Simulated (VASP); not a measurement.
Write the native input for VASP 6.6.1 that does the following.

```
Task                   : relaxation of cell and atoms
Functional             : PBEsol
Potentials or basis    : VASP PAW PBE potentials, release 64 (Ta_pv, C_s)
Cutoff                 : 480 eV
k mesh                 : 16 × 16 × 16
Occupations            : gaussian, width 0.1 eV
Spin                   : no spin polarisation
Further INCAR settings : ALGO = Normal; EDIFF = 1e-07; IBRION = 2; EDIFFG = -0.005; NSW = 90; ISIF = 3
```

The structure of TaC lies in POSCAR:

```
TaC
1.0
    0.0000000000      2.2338976900      2.2338976900
    2.2338976900      0.0000000000      2.2338976900
    2.2338976900      2.2338976900      0.0000000000
Ta C
1 1
Direct
    0.0000000000      0.0000000000      0.0000000000
    0.5000000000      0.5000000000      0.5000000000
```

The cell is a database's computed one.

The input as run:

INCAR

```
PREC = Accurate ; ENCUT = 480
EDIFF = 1E-7 ; ISMEAR = 0
SIGMA = 0.1 ; LREAL = F
LASPH = T ; NELM = 100
ALGO = Normal ; ISIF = 3
LWAVE = F ; LCHARG = F
GGA = PS ; IBRION = 2
NSW = 90 ; EDIFFG = -0.005
```

KPOINTS

```
regular mesh
0
Gamma
  16 16 16
```

Potentials or basis: VASP PAW PBE potentials, release 64 (Ta_pv, C_s).

Run with:

```bash
$ cat potpaw_PBE.64/Ta_pv/POTCAR potpaw_PBE.64/C_s/POTCAR > POTCAR
$ mpirun -np 1 vasp_std > vasp.out
```

Results of the run:

- Relaxed volume: 10.96 Å³/atom
- Relaxed cell: a = 3.142 Å, b = 3.142 Å, c = 3.142 Å, α = 60.00°, β = 60.00°, γ = 60.00°
- Space group after relaxing (to 0.05 Å): Fm-3m (No. 225)
- Energy gained by relaxing: 3.3 meV/atom
- Ionic steps: 4
- Pressure after relaxing: 0.0 GPa
- Band gap on the k mesh: none (metal or under the smearing width)

Caveat: the PAW data sets were made with another functional, which shifts forces and pressure a little.

Wall time 59 s on 1 thread of AMD EPYC 9R14 (Zen 4) (shared host), peak memory 0.14 GiB.
